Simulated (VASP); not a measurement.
**MgO (zincblende), GW calculation on PBE orbitals: Ansatz's output and VASP's**

```
CELL_PARAMETERS angstrom
0.00000 2.28201 2.28201
2.28201 0.00000 2.28201
2.28201 2.28201 0.00000
ATOMIC_POSITIONS crystal
Mg 0.00000 0.00000 0.00000
O 0.25000 0.25000 0.25000
```

Ansatz printed

```
SCF 1 converged in 6 iterations: F = -2493.928418 eV  dr2 = 1.54e-8
  greatest PAW one-centre occupation: 1.000 electrons in one spin orbital (limit 2), on the Mg atom at site 0 (counted from 0), in its partial waves of l = 0
NSCF: frozen V_eff on 16 k-points
G₀W₀ screening: q 1/16
G₀W₀ screening: q 2/16 (q-point 6)
G₀W₀ screening: q 3/16 (q-point 7)
G₀W₀ screening: q 4/16 (q-point 8)
G₀W₀ screening: q 5/16 (q-point 11)
G₀W₀ screening: q 6/16 (q-point 14)
G₀W₀ screening: q 7/16 (q-point 15)
G₀W₀ screening: q 8/16 (q-point 9)
G₀W₀ screening: q 9/16 (q-point 12)
G₀W₀ screening: q 10/16 (q-point 16)
G₀W₀ screening: q 11/16 (q-point 2)
G₀W₀ screening: q 12/16 (q-point 3)
G₀W₀ screening: q 13/16 (q-point 5)
G₀W₀ screening: q 14/16 (q-point 10)
G₀W₀ screening: q 15/16 (q-point 4)
G₀W₀ screening: q 16/16 (q-point 13)
G₀W₀ self-energy: k 1/13
G₀W₀ self-energy: k 2/13
G₀W₀ self-energy: k 3/13
G₀W₀ self-energy: k 4/13
G₀W₀ self-energy: k 5/13
G₀W₀ self-energy: k 6/13
G₀W₀ self-energy: k 7/13
G₀W₀ self-energy: k 8/13
G₀W₀ self-energy: k 9/13
G₀W₀ self-energy: k 10/13
G₀W₀ self-energy: k 11/13
G₀W₀ self-energy: k 12/13
G₀W₀ self-energy: k 13/13
NSCF: frozen V_eff on 1 k-points
NSCF: frozen V_eff on 1 k-points
SCF converged after 6 iterations
Free energy (F): -2493.928418 eV
Harris-Foulkes:  -2493.928418 eV  (|F-HF|=3.37e-8)
Internal energy: -2493.928418 eV  (E = F + TS)
E sigma→0 (E₀):  -2493.928418 eV
Fermi energy:    4.683007 eV
--- Per-component energies (eV) ---
  E_band       = -335.154203
  E_kinetic    = 254.266303
  E_local      = -1866.270607  (includes V_loc(G=0)·N_el)
  E_nonlocal   = 143.084337
  E_hartree    = 664.839208
  E_xc         = -104.562802
  E_vxc        = -133.893110  (∫ρ·V_xc dr)
  E_paw        = -449.829592  (= ΣΔE_a)
  E_vpaw       = -62.027691  (= ΣTr[D̂ρ^β])
  E_aug_tail   = 0.002484  (compensation charges beyond the density's cutoff)
  E_ewald      = -1135.457750
  E_smearing   = -0.000000  (= −TS)
  E_closure    = 0.000000  (closes the sum)
  Σ components = -2493.928418   (vs F -2493.928418, Δ=0.00e0)
--- Band table (eV; the first three rows and the last of 16) ---
  k-point 0: bands = ["-66.8452", "-33.5884", "-33.5884", "-33.5884", "-11.2123", "4.6830", "4.6830", "4.6830", "8.3395", "21.5303", "21.5303", "21.5303"]
  k-point 1: bands = ["-66.8444", "-33.5991", "-33.5898", "-33.5898", "-11.0492", "3.6135", "4.6355", "4.6355", "9.6399", "19.4526", "21.2247", "21.2247"]
  k-point 2: bands = ["-66.8429", "-33.6203", "-33.5928", "-33.5928", "-10.7045", "2.2198", "4.5453", "4.5453", "11.7456", "16.4602", "19.8830", "19.8830"]
  k-point 15: bands = ["-66.8411", "-33.6253", "-33.6085", "-33.6032", "-10.3126", "2.5656", "3.4550", "3.7198", "11.9851", "16.2670", "18.6435", "19.2778"]
--- G₀W₀: contour deformation, 6 samples at zero and on the imaginary axis and 4 off it, 216 q-points, 70 empty bands' worth ---
  eigenvalues of the whole cell's RPA ε∞ on this k-mesh (on a slab, of 1 + 4πα/V) = 2.9053, 2.9053, 2.9053; static W/v taken at q = 0 is 0.344199
  bands read: the sum over 78 bands ends inside a degenerate multiplet in 2 slots, whose members it reads at an even weight; the widest, k=0: bands 78 to 80 (counted from 1) at 1/3 each
  gw.qp_kpoints: band_edges: 13 of 16 stored k-points solved, in 1 pass; an edge of the gap read off the rows below is read off those points alone
    valence top: of the k-points left out ik 10 came nearest to being solved in a further pass, in band 8 (counted from 1, as in the quasiparticle table): it holds the edge there only if its correction is more favourable than any solved in that band by at least 0.603 eV; those differ by 0.155 eV
    conduction bottom: of the k-points left out ik 10 came nearest to being solved in a further pass, in band 9 (counted from 1, as in the quasiparticle table): it holds the edge there only if its correction is more favourable than any solved in that band by at least 3.284 eV; those differ by 0.512 eV
    ik  band        ε_KS         Σx   Σc(E_QP)       V_xc       Z   E_QP_lin       E_QP  E_QP is
     0     7      4.6830   -25.7623     4.4271   -20.0739  0.7611     3.3964     3.4217  root
     0     8      4.6830   -25.7623     4.4271   -20.0739  0.7611     3.3964     3.4217  root
     0     9      8.3395    -7.4897    -3.2103   -11.4339  0.8397     9.0778     9.0734  root
     0    10     21.5303    -4.9268    -4.7309   -10.8245  0.8124    22.7223    22.6969  root
     1     7      4.6355   -25.7711     4.4524   -20.0439  0.7606     3.3346     3.3607  root
     1     8      4.6355   -25.7711     4.4524   -20.0439  0.7606     3.3346     3.3607  root
     1     9      9.6399    -9.0984    -3.1257   -13.1201  0.8262    10.5431    10.5359  root
     1    10     19.4526    -5.0050    -4.7463   -10.7760  0.7936    20.4907    20.4773  root
     2     7      4.5453   -25.7804     4.4966   -19.9827  0.7597     3.2164     3.2442  root
     2     8      4.5453   -25.7804     4.4966   -19.9827  0.7597     3.2164     3.2442  root
     2     9     11.7456    -8.5541    -3.6205   -13.2537  0.8158    12.8391    12.8247  root
     2    10     16.4602    -5.9215    -4.5289   -11.4880  0.7896    17.5214    17.4976  root
     3     7      4.5016   -25.7824     4.5153   -19.9543  0.7593     3.1603     3.1889  root
     3     8      4.5016   -25.7824     4.5153   -19.9543  0.7593     3.1603     3.1889  root
     3     9     13.4846    -6.5582    -3.9855   -11.5734  0.8223    14.5287    14.5142  root
     3    10     14.3822    -7.7653    -4.2837   -13.2205  0.7882    15.5809    15.5537  root
     4     7      4.4881   -25.6061     4.4706   -19.8289  0.7599     3.1532     3.1815  root
     4     8      4.4881   -25.6061     4.4706   -19.8289  0.7599     3.1532     3.1815  root
     4     9      9.9549    -9.3337    -3.1376   -13.4057  0.8231    10.8975    10.8893  root
     4    10     19.3782    -2.7752    -4.5495    -8.0333  0.7969    20.0897    20.0869  root
...
```

Datasets and cutoffs are each program's own. VASP's cell holds 16 valence electrons and Ansatz's 16. Both sum 70 empty bands with a screening cutoff of 120 eV, short of the basis and mesh limit, and the G₀W₀ gap is that of the linearised levels of the first step.

**Question.** What does VASP give for the same cell and level of theory?

**Answer.** PBE gap on the mesh 3.65 eV; G₀W₀ gap on the mesh 5.74 eV.

From OUTCAR

```
k-points           NKPTS =     16   k-points in BZ     NKDIM =    216   number of bands    NBANDS=     78

   NELECT =      16.0000    total number of electrons

   dimension x,y,z NGX =    24 NGY =   24 NGZ =   24
   dimension x,y,z NGXF=    48 NGYF=   48 NGZF=   48

  energy-cutoff  :      500.00
  volume of cell :       23.77
      direct lattice vectors                 reciprocal lattice vectors
     0.000000000  2.282005663  2.282005663    -0.219105504  0.219105504  0.219105504
     2.282005663  0.000000000  2.282005663     0.219105504 -0.219105504  0.219105504
     2.282005663  2.282005663  0.000000000     0.219105504  0.219105504 -0.219105504

 k-points in reciprocal lattice and weights: KPOINTS created by Atomic Simulation Env
   0.00000000  0.00000000  0.00000000       0.005
   0.16666667  0.00000000  0.00000000       0.037
   0.33333333  0.00000000  0.00000000       0.037
   0.50000000  0.00000000  0.00000000       0.019
   0.16666667  0.16666667  0.00000000       0.028
   0.33333333  0.16666667  0.00000000       0.111
   0.50000000  0.16666667  0.00000000       0.111
  -0.33333333  0.16666667  0.00000000       0.111
   ...

 QP shifts <psi_nk| G(iteration)W_0 |psi_nk>: iteration 1
 for sc-GW calculations column KS-energies equals QP-energies in previous step
 and V_xc(KS)=  KS-energies - (<T + V_ion + V_H > + <T+V_H+V_ion>^1  + <V_x>^1)

 k-point   1 :       0.0000    0.0000    0.0000
  band No.  KS-energies  QP-energies   sigma(KS)   V_xc(KS)     V^pw_x(r,r')   Z            occupation Imag(sigma)

      1     -70.2816     -82.3993     -49.0140     -33.7220     -56.4416       0.7924       2.0000       0.7452
      2     -37.0298     -44.3931     -42.2218     -33.1047     -48.5199       0.8076       2.0000       0.3182
      3     -37.0298     -44.3931     -42.2218     -33.1047     -48.5199       0.8076       2.0000       0.3182
      4     -37.0298     -44.3931     -42.2218     -33.1047     -48.5199       0.8076       2.0000       0.3182
      5     -14.6599     -16.9218     -22.0072     -18.8028     -30.4951       0.7059       2.0000       1.4930
      6       1.2383      -0.0454     -20.7909     -19.1065     -24.7829       0.7621       2.0000       0.3057
      7       1.2383      -0.0454     -20.7909     -19.1065     -24.7829       0.7621       2.0000       0.3057
      8       1.2383      -0.0454     -20.7909     -19.1065     -24.7829       0.7621       2.0000       0.3057
      9       4.8869       5.6938      -9.6021     -10.5684      -6.6092       0.8351       0.0000      -0.1651
     10      18.0851      19.4709      -8.8177     -10.4965      -4.4893       0.8255       0.0000      -0.3559
     11      18.0851      19.4709      -8.8177     -10.4965      -4.4893       0.8255       0.0000      -0.3559
     12      18.0851      19.4709      -8.8177     -10.4965      -4.4893       0.8255       0.0000      -0.3559
     13      21.5654      22.9857      -7.7960      -9.4953      -3.2936       0.8358       0.0000      -0.4910
     14      21.5654      22.9857      -7.7960      -9.4953      -3.2936       0.8358       0.0000      -0.4910
     15      21.6555      22.7686      -7.5435      -8.8658      -2.5912       0.8418       0.0000      -0.9364
     16      21.6555      22.7686      -7.5435      -8.8658      -2.5912       0.8418       0.0000      -0.9364

 ...
```
